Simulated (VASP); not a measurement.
CsCl (CsCl type) relaxed at rising pressure, in one space group throughout; other phases were not tried. The pressures are those reached. These are PBE GGA, VASP's PBE PAW potentials (set 64) (plane waves; VASP) values and carry that method's errors.

| P (GPa) | V (Å³/atom) | k-mesh |
|---|---|---|
| -0.02 | 37.283 | 6×6×6 |
| 5.01 | 30.348 | 7×7×7 |
| 9.99 | 27.278 | 7×7×7 |
| 19.96 | 23.880 | 7×7×7 |
| 29.92 | 21.847 | 8×8×8 |

A change of mesh leaves a small step in the series.

Fit an equation of state and predict the volume at 45.09 GPa.

Least squares on the third-order Birch-Murnaghan form, P = (3B0/2)(y⁷ − y⁵)[1 + (3/4)(B′ − 4)(y² − 1)] with y = (V0/V)^(1/3), gives V0 = 37.199 Å³/atom, B0 = 15 GPa and B′ = 4.9, and so 19.841 Å³/atom. The run gave 19.808 Å³/atom, -0.2 % from the fit.

Pressures at which the relaxation failed are left out.

The compound is CsCl in the CsCl type structure.
